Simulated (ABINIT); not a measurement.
Runs of ABINIT 10.8.3 (patched build) on C. The cell holds a slab with vacuum, 2 atoms: a = 2.456 Å, b = 2.456 Å, c = 8.524 Å, α = 90.00°, β = 90.00°, γ = 120.00°. The slab is cut from a database's or a generator's crystal, which needn't be the stable form of the element.

| level | dispersion computed by | gap on the mesh (eV) | relaxed volume (Å³/atom) |
| --- | --- | --- | --- |
| PBE+D3(BJ) | simple-dftd3 1.7.0 | none | 22.41 |
| PBE+D3 | simple-dftd3 1.7.0 | none | 22.42 |
| PBE+D4 | dftd4 4.3.1 | none | (a) |
| PBE | - | none | 22.43 |

Alike in all rows: task relaxation of cell and atoms; potentials or basis JTH PAW PBE v2.0; no spin polarisation; cell relaxed; k mesh 12 × 12 × 3; cutoff (eV) 517; smearing fermi-dirac 0.05 eV.

Question: Fill in the values left out.

Answer: (a) 22.36.

Caveats: the atomic spheres overlap.

A gap of «none» marks a metal or a gap under the smearing width.
